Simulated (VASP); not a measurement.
A run of VASP 6.6.1 is set up as follows.

File INCAR:

```
PREC = Accurate ; ENCUT = 520
EDIFF = 1E-6 ; ISMEAR = 0
SIGMA = 0.03 ; LREAL = F
LASPH = T ; NELM = 80
ALGO = Fast ; ISIF = 2
LWAVE = F ; LCHARG = F
LMAXMIX = 4 ; GGA = PE
KPAR = 2
```

The input KPOINTS:

```
Automatic mesh
0
Gamma
  6 6 10
```

POSCAR

```
TiO2
1.0
    4.5922000000      0.0000000000      0.0000000000
    0.0000000000      4.5922000000      0.0000000000
    0.0000000000      0.0000000000      2.9574000000
Ti O
2 4
Direct
    0.0000000000      0.0000000000      0.0000000000
    0.5000000000      0.5000000000      0.5000000000
    0.3049600000      0.3049600000      0.0000000000
    0.1950400000      0.8049600000      0.5000000000
    0.6950400000      0.6950400000      0.0000000000
    0.8049600000      0.1950400000      0.5000000000
```

KPOINTS_OPT

```
explicit points
91
Reciprocal
 0.0000000000  0.0000000000  0.0000000000 1
 0.0000000000  0.0555555556  0.0000000000 1
 0.0000000000  0.1111111111  0.0000000000 1
 0.0000000000  0.1666666667  0.0000000000 1
 0.0000000000  0.2222222222  0.0000000000 1
 0.0000000000  0.2777777778  0.0000000000 1
 0.0000000000  0.3333333333  0.0000000000 1
 0.0000000000  0.3888888889  0.0000000000 1
 0.0000000000  0.4444444444  0.0000000000 1
 0.0000000000  0.5000000000  0.0000000000 1
 0.0000000000  0.5000000000  0.0000000000 1
 0.0555555556  0.5000000000  0.0000000000 1
 0.1111111111  0.5000000000  0.0000000000 1
 0.1666666667  0.5000000000  0.0000000000 1
 0.2222222222  0.5000000000  0.0000000000 1
 0.2777777778  0.5000000000  0.0000000000 1
 0.3333333333  0.5000000000  0.0000000000 1
 0.3888888889  0.5000000000  0.0000000000 1
 0.4444444444  0.5000000000  0.0000000000 1
 0.5000000000  0.5000000000  0.0000000000 1
 0.5000000000  0.5000000000  0.0000000000 1
 0.4444444444  0.4444444444  0.0000000000 1
 0.3888888889  0.3888888889  0.0000000000 1
 0.3333333333  0.3333333333  0.0000000000 1
 0.2777777778  0.2777777778  0.0000000000 1
 0.2222222222  0.2222222222  0.0000000000 1
 0.1666666667  0.1666666667  0.0000000000 1
 0.1111111111  0.1111111111  0.0000000000 1
 0.0555555556  0.0555555556  0.0000000000 1
 0.0000000000  0.0000000000  0.0000000000 1
 0.0000000000  0.0000000000  0.0000000000 1
 0.0000000000  0.0000000000  0.0555555556 1
 0.0000000000  0.0000000000  0.1111111111 1
 0.0000000000  0.0000000000  0.1666666667 1
 0.0000000000  0.0000000000  0.2222222222 1
 0.0000000000  0.0000000000  0.2777777778 1
 0.0000000000  0.0000000000  0.3333333333 1
 0.0000000000  0.0000000000  0.3888888889 1
 0.0000000000  0.0000000000  0.4444444444 1
 0.0000000000  0.0000000000  0.5000000000 1
 0.0000000000  0.0000000000  0.5000000000 1
 0.0000000000  0.0555555556  0.5000000000 1
 0.0000000000  0.1111111111  0.5000000000 1
 0.0000000000  0.1666666667  0.5000000000 1
 0.0000000000  0.2222222222  0.5000000000 1
 0.0000000000  0.2777777778  0.5000000000 1
 0.0000000000  0.3333333333  0.5000000000 1
 0.0000000000  0.3888888889  0.5000000000 1
 0.0000000000  0.4444444444  0.5000000000 1
 0.0000000000  0.5000000000  0.5000000000 1
 0.0000000000  0.5000000000  0.5000000000 1
 0.0555555556  0.5000000000  0.5000000000 1
 0.1111111111  0.5000000000  0.5000000000 1
 0.1666666667  0.5000000000  0.5000000000 1
 0.2222222222  0.5000000000  0.5000000000 1
 0.2777777778  0.5000000000  0.5000000000 1
 0.3333333333  0.5000000000  0.5000000000 1
 0.3888888889  0.5000000000  0.5000000000 1
 0.4444444444  0.5000000000  0.5000000000 1
 0.5000000000  0.5000000000  0.5000000000 1
 0.5000000000  0.5000000000  0.5000000000 1
 0.4444444444  0.4444444444  0.5000000000 1
 0.3888888889  0.3888888889  0.5000000000 1
 0.3333333333  0.3333333333  0.5000000000 1
 0.2777777778  0.2777777778  0.5000000000 1
 0.2222222222  0.2222222222  0.5000000000 1
 0.1666666667  0.1666666667  0.5000000000 1
 0.1111111111  0.1111111111  0.5000000000 1
 0.0555555556  0.0555555556  0.5000000000 1
 0.0000000000  0.0000000000  0.5000000000 1
 0.0000000000  0.5000000000  0.0000000000 1
 0.0000000000  0.5000000000  0.0555555556 1
 0.0000000000  0.5000000000  0.1111111111 1
 0.0000000000  0.5000000000  0.1666666667 1
 0.0000000000  0.5000000000  0.2222222222 1
 0.0000000000  0.5000000000  0.2777777778 1
 0.0000000000  0.5000000000  0.3333333333 1
 0.0000000000  0.5000000000  0.3888888889 1
 0.0000000000  0.5000000000  0.4444444444 1
 0.0000000000  0.5000000000  0.5000000000 1
 0.5000000000  0.5000000000  0.0000000000 1
 0.5000000000  0.5000000000  0.0555555556 1
 0.5000000000  0.5000000000  0.1111111111 1
 0.5000000000  0.5000000000  0.1666666667 1
 0.5000000000  0.5000000000  0.2222222222 1
 0.5000000000  0.5000000000  0.2777777778 1
 0.5000000000  0.5000000000  0.3333333333 1
 0.5000000000  0.5000000000  0.3888888889 1
 0.5000000000  0.5000000000  0.4444444444 1
 0.5000000000  0.5000000000  0.5000000000 1
 0.0000000000  0.0000000000  0.0000000000 1
```

Potentials or basis: VASP PAW PBE potentials, release 64 (Ti_sv, O).

Command:

```sh
$ cat potpaw_PBE.64/Ti_sv/POTCAR potpaw_PBE.64/O/POTCAR > POTCAR
$ mpirun -np 2 vasp_std > vasp.out
```

(1) Estimate the largest force.

(2) Predict the band gap on the k mesh.

(3) What does it give for the band gap along the path?

Answers

(1) 0.126 eV/Å.

(2) 1.91 eV, direct.

(3) 1.87 eV, direct.

**What was measured.**

From “Shallow Valence Band of Rutile GeO2 and P-type Doping”, 2020, arxiv:2011.08928, for a bulk crystal of TiO2 at 1.6 K: band gap 3.03 eV (direct).

Measured gap of TiO2: 3.03 eV (direct; 1.6 K; quoted in “Shallow Valence Band of Rutile GeO2 and P-type Doping”, 2020, arxiv:2011.08928). This calculation gives 1.87 eV (-1.16 eV). 2 values of this kind are on record in papers (3.03 to 3.05 eV); this one was drawn at random among those near their median. The value is that of PBE, without temperature or zero-point motion. Semilocal functionals fall short of measured gaps as a rule.
